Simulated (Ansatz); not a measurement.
**Stress against strain in KTaO3**

```
CELL_PARAMETERS angstrom
3.98830 0.00000 0.00000
0.00000 3.98830 0.00000
0.00000 0.00000 3.98830
ATOMIC_POSITIONS crystal
K 0.50000 0.50000 0.50000
Ta 0.00000 0.00000 0.00000
O 0.50000 0.00000 0.00000
O 0.00000 0.50000 0.00000
O 0.00000 0.00000 0.50000
```

Atoms are numbered in the order listed.

The cell comes from COD entry 2102087, which wasn't checked; take it as a given geometry.

No spin–orbit coupling, which matters for the heavy atoms here.

Theory: DFT, PBE, all-electron LAPW, scalar-relativistic (Ansatz 0.2.0).

Numerical set-up: a Γ-centred 5×5×5 k mesh, Fermi–Dirac smearing of 0.01 eV, basis error target 0.5 meV/atom, no spin polarisation.

The strain is applied along the Cartesian axes of the cell as listed (the other components stay zero). Fractional coordinates are held (clamped ions).

σ is the change of stress from the unstrained cell, which is at 5.49 GPa; tension is positive, so slopes are stress–strain coefficients at that pressure.

Only quantities that a quadratic follows smoothly over the whole series are listed; rougher ones are left out.

```csv
εzz,σzz (GPa),σxx (GPa)
-0.0300,-16.28,-2.73
-0.0200,-10.29,-1.78
0.0000,0.00,0.00
0.0100,4.39,0.83
0.0200,8.34,1.62
0.0300,11.88,2.37
```

Fit the series and read off the stiffness at zero strain.

Least-squares fits y = p0 + p1 x + p2 x² to the rows give σzz (GPa): p1 = 468, p2 = -2400; σxx (GPa): p1 = 85, p2 = -200. So C11 = 468 GPa and C12 = 85 GPa, which gives B = (C11 + 2 C12)/3 = 213 GPa.

One run, at εzz = -0.0100, is withheld. Predict its row.

The fits give -4.94, -0.87; the run gave -4.88, -0.87.
